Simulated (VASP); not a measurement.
# CdS (Greenockite) (P6_3mc) in VASP: further runs

One crystal, CdS (Greenockite), is run at these levels: PBE; tasks: single point.

Program: VASP 6.6.1. These are calculated values, not measurements. Logs are shortened: lines on timing, memory, paths and dates and some standing lists are left out, and cuts for length are marked.

**1. The crystal as given**

Symmetry: P6_3mc, No. 186, hexagonal system. The conventional cell has a = 4.150 Å, b = 4.150 Å, c = 6.737 Å, α = 90.00°, β = 90.00°, γ = 120.00°. Cd (site symmetry 3m) has 4 S at 2.53 to 2.54 Å as nearest neighbours. S (site symmetry 3m) has 4 Cd at 2.53 to 2.54 Å as nearest neighbours.

**2. Single point, PBE, spin-orbit coupling, no magnetisation**

Input file INCAR:

```
ALGO     = Normal         # electronic algorithm
EDIFF    = 1E-7           # SCF threshold, eV
ENCUT    = 400            # plane-wave cutoff, eV
GGA      = PE             # functional
GGA_COMPAT= F            
ISIF     = 2              # what is computed and relaxed
ISMEAR   = 0              # smearing method
LASPH    = T              # aspherical terms in the spheres
LCHARG   = F              # write CHGCAR
LORBIT   = 11             # projections on sites
LREAL    = F              # projectors in reciprocal space
LSORBIT  = T              # spin-orbit coupling
LWAVE    = F              # write WAVECAR
MAGMOM   = 0 0 0 0 0 0 0 0 0 0 0 0 # initial moments
NBANDS   = 52             # bands
NELM     = 100            # most SCF steps
PREC     = Accurate       # precision mode
SIGMA    = 0.02           # smearing width, eV
```

Input file KPOINTS:

```
k-points
0
Gamma
  5 5 3
```

Input file POSCAR:

```
CdS
1.0
    4.1500000000      0.0000000000      0.0000000000
   -2.0750000000      3.5940054257      0.0000000000
    0.0000000000      0.0000000000      6.7370000000
Cd S
2 2
Direct
    0.6666666667      0.3333333333      0.5000000000
    0.3333333333      0.6666666667      0.0000000000
    0.6666666667      0.3333333333      0.8750000000
    0.3333333333      0.6666666667      0.3750000000
```

Potentials or basis: VASP PAW PBE potentials, release 64 (Cd, S).

Launch:

```bash
$ cat potpaw_PBE.64/Cd/POTCAR potpaw_PBE.64/S/POTCAR > POTCAR
$ mpirun -np 1 vasp_ncl > vasp.out
```

OUTCAR:

```text
EDIFF = 1E-7
   ENCUT = 400
   GGA = PE
   ISIF = 2
   ISMEAR = 0
   LASPH = T
   LORBIT = 11
   LREAL = F
   LSORBIT = T
   NELM = 100
   PREC = Accurate

 Found     15 irreducible k-points:

 Following reciprocal coordinates:
            Coordinates               Weight
  0.000000  0.000000  0.000000      1.000000
  0.200000 -0.000000  0.000000      6.000000
  0.400000 -0.000000  0.000000      6.000000
  0.200000  0.200000  0.000000      6.000000
  0.400000  0.200000  0.000000      6.000000
  0.000000  0.000000  0.333333      1.000000
   k-points           NKPTS =     15   k-points in BZ     NKDIM =     15   number of bands    NBANDS=     52
   number of dos      NEDOS =    301   number of ions     NIONS =      4
   total plane-waves  NPLWV =  37632
   dimension x,y,z NGX =    28 NGY =   28 NGZ =   48
   dimension x,y,z NGXF=    56 NGYF=   56 NGZF=   96
   ions per type =               2   2
   NGX,Y,Z   is equivalent  to a cutoff of  11.22, 11.22, 11.84 a.u.
   NGXF,Y,Z  is equivalent  to a cutoff of  22.43, 22.43, 23.69 a.u.
 SYSTEM =  unknown system
   PREC   = accura    normal or accurate (medium, high low for compatibility)
   ISTART =      0    job   : 0-new  1-cont  2-samecut
   ICHARG =      2    charge: 1-file 2-atom 10-const
   ISPIN  =      1    spin polarized calculation?
   LNONCOLLINEAR =      T non collinear calculations
   LSORBIT =      T    spin-orbit coupling
   LASPH  =      T    aspherical Exc in radial PAW
   ENCUT  =  400.0 eV  29.40 Ry    5.42 a.u.   6.77  6.77 10.99*2*pi/ulx,y,z
   NELM   =    100;   NELMIN=  2; NELMDL= -5     # of ELM steps
   EDIFF  = 0.1E-06   stopping-criterion for ELM
   LREAL  =      F    real-space projection
   EDIFFG = 0.1E-05   stopping-criterion for IOM
   NSW    =      0    number of steps for IOM
   IBRION =     -1    ionic relax: 0-MD 1-quasi-New 2-CG
   NFREE  =      0    steps in history (QN), initial steepest desc. (CG)
   ISIF   =      2    stress and relaxation
   ISYM   =      2    0-nonsym 1-usesym 2-fastsym
   POTIM  = 0.5000    time-step for ionic-motion
   TEBEG  =    0.0;   TEEND  =   0.0 temperature during run
   PSTRESS=    0.0 pullay stress
   NELECT =      36.0000    total number of electrons
   NUPDOWN=      -1.0000    fix difference up-down
   EMIN   =  10.00;   EMAX   =-10.00  energy-range for DOS
   EFERMI =   0.00;   METHOD = LEGACY
   ISMEAR =     0;   SIGMA  =   0.02  broadening in eV -4-tet -1-fermi 0-gaus
   EFERMI_NEDOS =   21; number of points for ismear=-14 and -15
   IALGO  =     38    algorithm
   IMIX   =      4    mixing-type and parameters
     AMIX     =   0.40;   BMIX     =  1.00
     AMIX_MAG =   1.60;   BMIX_MAG =  1.00
  volume/ion in A,a.u.               =      25.12       169.52
  Fermi-wavevector in a.u.,A,eV,Ry     =   1.162727  2.197236 18.394190  1.351935
  Thomas-Fermi vector in A             =   2.299285
   LORBIT       =     11    0 simple, 1 ext, 2 COOP (PROOUT), +10 PAW based schemes
   GGA     = PE    functional components
   LHFCALC =     F    Hartree Fock is set to
   AEXX    =    0.0000 exact exchange contribution
   IVDW    =     0    specifies the selected vdW correction
   LEPSILON=     F    determine dielectric tensor
   LRPA    =     F    only Hartree local field effects (RPA)
 Gauss-broadening in eV      SIGMA  =   0.02
  energy-cutoff  :      400.00
  volume of cell :      100.48
 maximum number of plane-waves:      3692
   NGX = 13   NGY = 13   NGZ = 21

 number of electron      36.0000026 magnetization       0.0000000      0.0000000      0.0000000

 number of electron      36.0000026 magnetization      -0.0000000      0.0000000     -0.0000000

 number of electron      36.0000026 magnetization       0.0000000      0.0000000     -0.0000000

 Free energy of the ion-electron system (eV)
  ---------------------------------------------------
  ext. energy  EPLUGINS =         0.00000000
  ---------------------------------------------------
  free energy    TOTEN  =       -12.31166728 eV

  energy without entropy =      -12.31166728  energy(sigma->0) =      -12.31166728

 E-fermi :   1.3436     XC(G=0):  -9.0840

 val. band max:        1.2249789478   @ k =   0.0000   0.0000   0.0000
 cond. band min:       2.4048457131   @ k =   0.0000   0.0000   0.0000
 fundamental gap:      1.1798667653
 Fermi energy:         1.3436446862

 k-point     1 :       0.0000    0.0000    0.0000
  band No.  band energies     occupation
      1     -11.0884      1.00000
      2     -11.0884      1.00000
      3     -10.6650      1.00000
      4     -10.6650      1.00000
      5      -6.7340      1.00000
      6      -6.7340      1.00000
[... 295 lines left out ...]
     47       7.9350      0.00000
     48       7.9350      0.00000

 [... further k-points ...]

 [bands above 48 left out]

------------------------ aborting loop because EDIFF is reached ----------------------------------------

  FORCE on cell =-STRESS in cart. coord.  units (eV):
  Direction    XX          YY          ZZ          XY          YZ          ZX
  --------------------------------------------------------------------------------------
  -------------------------------------------------------------------------------------
  Total        1.1201665      1.1201665      1.5033514      0.0000000      0.0000000      0.0000000
  in kB       17.8607533     17.8607533     23.9705350      0.0000000      0.0000000      0.0000000
  external PRESSURE =      19.8973472 kB  Pullay stress =       0.0000000 kB

 VOLUME and BASIS-vectors are now :
 -----------------------------------------------------------------------------
  energy-cutoff  :      400.00
  volume of cell :      100.48
      direct lattice vectors                 reciprocal lattice vectors
     4.150000000  0.000000000  0.000000000     0.240963855  0.139120547  0.000000000
    -2.075000000  3.594005426  0.000000000     0.000000000  0.278241094  0.000000000
     0.000000000  0.000000000  6.737000000     0.000000000  0.000000000  0.148434021

 POSITION                                       TOTAL-FORCE (eV/Angst)
 -----------------------------------------------------------------------------------
      2.07500      1.19800      3.36850        -0.000000      0.000000     -0.066329
     -0.00000      2.39600      0.00000         0.000000     -0.000000     -0.066329
      2.07500      1.19800      5.89487        -0.000000      0.000000      0.066329
     -0.00000      2.39600      2.52637         0.000000     -0.000000      0.066329
 -----------------------------------------------------------------------------------
    total drift:                               -0.000000      0.000000     -0.000862

  FREE ENERGIE OF THE ION-ELECTRON SYSTEM (eV)
  ---------------------------------------------------
  free  energy   TOTEN  =       -12.3116672846 eV

  energy  without entropy=      -12.3116672846  energy(sigma->0) =      -12.31166728

 Spin-Orbit-Coupling matrix elements

 Ion:    1  E_soc:     -0.0565738
 l=   1
     0.0000000    -0.0024388    -0.0024340
    -0.0024388     0.0000000    -0.0024388
    -0.0024340    -0.0024388     0.0000000
 l=   2
     0.0000000    -0.0013910     0.0000000    -0.0013910    -0.0056135
    -0.0013910     0.0000000    -0.0042092    -0.0013793    -0.0013910
     0.0000000    -0.0042092     0.0000000    -0.0042092     0.0000000
    -0.0013910    -0.0013793    -0.0042092     0.0000000    -0.0013910
    -0.0056135    -0.0013910     0.0000000    -0.0013910     0.0000000
 l=   3
     0.0000000     0.0000000     0.0000000     0.0000000     0.0000000     0.0000000     0.0000000
     0.0000000     0.0000000     0.0000000     0.0000000     0.0000000     0.0000000     0.0000000
     0.0000000     0.0000000     0.0000000     0.0000000     0.0000000     0.0000000     0.0000000
     0.0000000     0.0000000     0.0000000     0.0000000     0.0000000     0.0000000     0.0000000
     0.0000000     0.0000000     0.0000000     0.0000000     0.0000000     0.0000000     0.0000000
     0.0000000     0.0000000     0.0000000     0.0000000     0.0000000     0.0000000     0.0000000
     0.0000000     0.0000000     0.0000000     0.0000000     0.0000000     0.0000000     0.0000000

 Ion:    2  E_soc:     -0.0565738
 l=   1
     0.0000000    -0.0024388    -0.0024340
    -0.0024388     0.0000000    -0.0024388
    -0.0024340    -0.0024388     0.0000000
 l=   2
     0.0000000    -0.0013910     0.0000000    -0.0013910    -0.0056135
    -0.0013910     0.0000000    -0.0042092    -0.0013793    -0.0013910
     0.0000000    -0.0042092     0.0000000    -0.0042092     0.0000000
    -0.0013910    -0.0013793    -0.0042092     0.0000000    -0.0013910
    -0.0056135    -0.0013910     0.0000000    -0.0013910     0.0000000
 l=   3
     0.0000000     0.0000000     0.0000000     0.0000000     0.0000000     0.0000000     0.0000000
     0.0000000     0.0000000     0.0000000     0.0000000     0.0000000     0.0000000     0.0000000
     0.0000000     0.0000000     0.0000000     0.0000000     0.0000000     0.0000000     0.0000000
     0.0000000     0.0000000     0.0000000     0.0000000     0.0000000     0.0000000     0.0000000
     0.0000000     0.0000000     0.0000000     0.0000000     0.0000000     0.0000000     0.0000000
     0.0000000     0.0000000     0.0000000     0.0000000     0.0000000     0.0000000     0.0000000
     0.0000000     0.0000000     0.0000000     0.0000000     0.0000000     0.0000000     0.0000000
[... 21 lines left out ...]
 Ion:    4  E_soc:     -0.0021020
 l=   1
     0.0000000    -0.0003490    -0.0003529
    -0.0003490     0.0000000    -0.0003490
    -0.0003529    -0.0003490     0.0000000
 l=   2
     0.0000000     0.0000000     0.0000000     0.0000000     0.0000000
     0.0000000     0.0000000     0.0000000     0.0000000     0.0000000
     0.0000000     0.0000000     0.0000000     0.0000000     0.0000000
     0.0000000     0.0000000     0.0000000     0.0000000     0.0000000
     0.0000000     0.0000000     0.0000000     0.0000000     0.0000000
 l=   3
     0.0000000     0.0000000     0.0000000     0.0000000     0.0000000     0.0000000     0.0000000
     0.0000000     0.0000000     0.0000000     0.0000000     0.0000000     0.0000000     0.0000000
     0.0000000     0.0000000     0.0000000     0.0000000     0.0000000     0.0000000     0.0000000
     0.0000000     0.0000000     0.0000000     0.0000000     0.0000000     0.0000000     0.0000000
     0.0000000     0.0000000     0.0000000     0.0000000     0.0000000     0.0000000     0.0000000
     0.0000000     0.0000000     0.0000000     0.0000000     0.0000000     0.0000000     0.0000000
     0.0000000     0.0000000     0.0000000     0.0000000     0.0000000     0.0000000     0.0000000

 total charge

# of ion       s       p       d       tot
------------------------------------------
    1        0.422   0.320   9.562  10.304
    2        0.422   0.320   9.562  10.304
    3        1.323   2.400   0.000   3.722
    4        1.323   2.400   0.000   3.722
--------------------------------------------------
tot          3.490   5.439  19.124  28.053

 magnetization (x)

# of ion       s       p       d       tot
------------------------------------------
    1       -0.000   0.000   0.000   0.000
    2        0.000   0.000  -0.000   0.000
    3        0.000   0.000   0.000   0.000
    4        0.000   0.000   0.000   0.000
--------------------------------------------------
tot          0.000   0.000   0.000   0.000

 magnetization (y)

# of ion       s       p       d       tot
------------------------------------------
    1        0.000   0.000  -0.000   0.000
    2        0.000   0.000   0.000   0.000
    3        0.000  -0.000   0.000  -0.000
    4       -0.000   0.000   0.000   0.000
--------------------------------------------------
tot          0.000   0.000  -0.000   0.000

 magnetization (z)

# of ion       s       p       d       tot
------------------------------------------
    1       -0.000  -0.000  -0.000  -0.000
    2       -0.000  -0.000  -0.000  -0.000
    3        0.000  -0.000   0.000  -0.000
    4        0.000  -0.000   0.000  -0.000
--------------------------------------------------
tot         -0.000  -0.000  -0.000  -0.000
```

Wall time 93 s (1 thread of AMD EPYC 7R13 (Zen 3), shared host); peak memory 0.32 GiB.

The run converged, but some of its settings lie outside the range that counts as converged, so its numbers aren't taken as properties of the crystal.

What came out:

| Item | Value |
| --- | --- |
| Free energy | -12.3117 eV |
| Pressure | 2.0 GPa |
| Largest force | 0.066 eV/Å |
| Valence electrons inside the program's atomic spheres | Cd 10.30; S 3.72 |

**3. Single point, PBE, spin-orbit coupling, no magnetisation**

Edit INCAR of step 2 so:

```diff
@@ -2,3 +2,3 @@
 EDIFF    = 1E-7           # SCF threshold, eV
-ENCUT    = 400            # plane-wave cutoff, eV
+ENCUT    = 500            # plane-wave cutoff, eV
 GGA      = PE             # functional
```

KPOINTS is that of step 2.

POSCAR is that of step 2.

Potentials or basis: VASP PAW PBE potentials, release 64 (Cd, S).

Launch:

```bash
$ cat potpaw_PBE.64/Cd/POTCAR potpaw_PBE.64/S/POTCAR > POTCAR
$ mpirun -np 1 vasp_ncl > vasp.out
```

Run time: 1.9 min. Hardware: 1 thread of AMD EPYC 7R13 (Zen 3), shared host; peak memory 0.38 GiB.

These settings aren't checked as converged: the numbers below hold their error.

Results:

* Free energy: -12.3169 eV
* Pressure: 2.4 GPa
* Largest force: 0.066 eV/Å
* Valence electrons inside the program's atomic spheres: Cd 10.31; S 3.72
